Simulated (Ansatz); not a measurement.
Here is an Ansatz 0.2.0 calculation.

The input input.yaml:

```yaml
crystal:
  lattice:
    - [0.0, 3.205, 3.205]
    - [3.205, 0.0, 3.205]
    - [3.205, 3.205, 0.0]
  atoms:
    - { symbol: Te, position: [0.75, 0.75, 0.75] }
    - { symbol: Cd, position: [0.0, 0.0, 0.0] }
kpoints:
  mp_grid: { grid: [7, 7, 7] }
scf:
  occupations: { method: fermi_dirac, width: 0.05 }
hamiltonian:
  xc: pbesol
  pseudopotentials: { kind: all_electron, lapw: { basis_error: 0.001 } }
output:
  forces: true
  stress: true
relax:
  f_tol: 0.01
  max_steps: 60
  cell: {}
```

Potentials or basis: all-electron LAPW, scalar-relativistic.

Run with:

```sh
$ ansatz run input.yaml --threads 1 --pin off --max-ram 3072MiB --backend cpu --events-out ev --progress --plain --runs-dir out
```

Task: What does it give for the space group after relaxing (to 0.05 Å)?

Result: F-43m (No. 216).

Task: What does it give for the band gap on the k mesh?

Result: 0.65 eV.

Task: What does it give for the relaxed volume?

Result: 34.17 Å³/atom.

The path:
```tsv
step	energy change (eV)	largest force (eV/Å)	volume (Å³)
1	0.0000	0.0000	65.84
2	-0.0087	0.0000	69.81
3	-0.0126	0.0000	68.44
4	-0.0127	0.0000	68.34
5	-0.0127	0.0000	68.34
```

Caveat: spin-orbit coupling is left out, which moves the levels of the heavy elements; an odd mesh through Γ misses points on the zone boundary, where band edges often lie. Zero-point motion and thermal expansion aren't in these numbers.
